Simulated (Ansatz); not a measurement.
input.yaml (Ansatz)

```yaml
crystal:
  lattice:
    - [1.891884293, 0.0, 0.0]
    - [0.0, 1.891884293, 0.0]
    - [0.0, 0.0, 1.891884293]
  atoms:
    - { symbol: B, position: [0.0, 0.0, 0.0] }
hamiltonian:
  xc: revpbe
  pseudopotentials:
    kind: paw
    azcp:
      B: "pseudopotentials/B.paw.azcp"
basis:
  ecutwfc: 420
  fft_grid_basis: typed
kpoints:
  mp_grid: { grid: [27, 27, 27], shift: [0, 0, 0] }
magnetization:
  spin_polarized: false
scf:
  occupations: { method: fermi_dirac, width: 0.1 }
```

Output

```
Engine: ansatz 0.2.0, aarch64-unknown-linux-gnu
Pseudopotentials: kind: paw
Pseudopotential: B, paw, valence charge 3, recommended cutoff 420 eV (normal) 
Functional definition: revPBE
  parameter kappa = 1.245
  parameter beta = 0.06672455060314922
  exchange = pbe_x(kappa = kappa, mu = beta*pi^2/3)
  correlation = pbe_c(beta = beta)
Crystal: 1 atoms, lattice volume = 6.771 Å³
Basis set: ecut = 420 eV, 123 PW (Γ)
Bands: 6, of which v1, the nominal top of the filled ones, is band 2 counted from 1 (1 counted from 0)
Symmetry: 48 space group operations
Space group: Pm-3m (ITA 221), of the structure as read, at distance tolerance 1.9e-5 Å
k-points: 560 of 19683
Non-local potential: B, projectors of the file, l = 0: 2, l = 1: 2, l = 2: 1
PAW form: soft (Blöchl's): semilocal exchange-correlation on the pseudo side does not see the compensation charge
PAW frozen core: B, regenerated for the run's functional, and the local potential with it (the file was generated under x = pbe(κ = 0.804, μ = 0.2195149727645171), c = pbe(β = 0.06672455060314922))
PAW one-centre angular grid: B, 110 points (default); XC on 64 Gauss nodes
Initial density: superposition of atomic densities (neutral atoms: chi_scale 0, normalization atom), corrected by the library's trained network
Initial wavefunctions: pseudopotential atomic-orbital guess
Functional: x = revpbe(κ = 1.245, μ = 0.2195149727645171), c = pbe(β = 0.06672455060314922)
SCF iter   1: F=—  HF=-155.632947 eV  |F-HF|=—  |Δ(HF+E_count)|=         —  Δρ=3.75e-3  dr2=3.92e-4  ethr=1.77e-3  ⟨swp⟩=4.3  Hψ=25106  notcnv=0
SCF iter   2: F=—  HF=-155.632934 eV  |F-HF|=—  |Δ(HF+E_count)|=   1.31e-5  Δρ=1.87e-3  dr2=9.50e-5  ethr=1.31e-5  ⟨swp⟩=1.0  Hψ=7840  notcnv=0
SCF iter   3: F=—  HF=-155.632974 eV  |F-HF|=—  |Δ(HF+E_count)|=   4.01e-5  Δρ=1.69e-4  dr2=1.56e-6  ethr=3.17e-6  ⟨swp⟩=2.0  Hψ=4227  notcnv=0
SCF iter   4: F=—  HF=-155.632974 eV  |F-HF|=—  |Δ(HF+E_count)|=   2.36e-7  Δρ=6.24e-5  dr2=2.07e-7  ethr=5.20e-8  ⟨swp⟩=1.0  Hψ=3411  notcnv=0
iter 5 did not close the SCF: its close was put off for the readings that it lacked (scf_convergence_deferred on its scf_iter line)
SCF iter   5: F=-155.632974 eV  HF=-155.632974 eV  |F-HF|=1.05e-10  |Δ(HF+E_count)|=   7.97e-9  Δρ=4.40e-6  dr2=9.97e-10  ethr=6.90e-9  ⟨swp⟩=2.0  Hψ=4226  notcnv=0
SCF iter   6: F=-155.632974 eV  HF=-155.632974 eV  |F-HF|=4.04e-12  |Δ(HF+E_count)|=  6.31e-12  Δρ=4.35e-7  dr2=1.02e-11  ethr=3.32e-11  ⟨swp⟩=1.0  Hψ=8631  notcnv=0
SCF 1 converged in 6 iterations: F = -155.632974 eV  dr2 = 1.02e-11
SCF converged after 6 iterations
Free energy (F): -155.632974 eV
Harris-Foulkes:  -155.632974 eV  (|F-HF|=4.04e-12)
Internal energy: -155.623623 eV  (E = F + TS)
E sigma→0 (E₀):  -155.628298 eV
Entropy (-TS):   -0.009351 eV (-9.351 meV/atom)
Fermi energy:    10.394862 eV
--- Per-component energies (eV) ---
  E_band       = 13.562666
  E_kinetic    = 46.397395
  E_local      = -6.862400  (includes V_loc(G=0)·N_el)
  E_nonlocal   = 11.993807
  E_hartree    = 0.996914
  E_xc         = -31.703648
  E_vxc        = -37.615042  (∫ρ·V_xc dr)
  E_paw        = -79.257293  (= ΣΔE_a)
  E_vpaw       = -2.344914  (= ΣTr[D̂ρ^β])
  E_aug_tail   = -0.000003  (compensation charges beyond the density's cutoff)
  E_ewald      = -97.179490
  E_core_change = -0.008905  (= ΣΔE_core)
  E_smearing   = -0.009351  (= −TS)
  E_closure    = 0.000000  (closes the sum)
  Σ components = -155.632974   (vs F -155.632974, Δ=0.00e0)
```
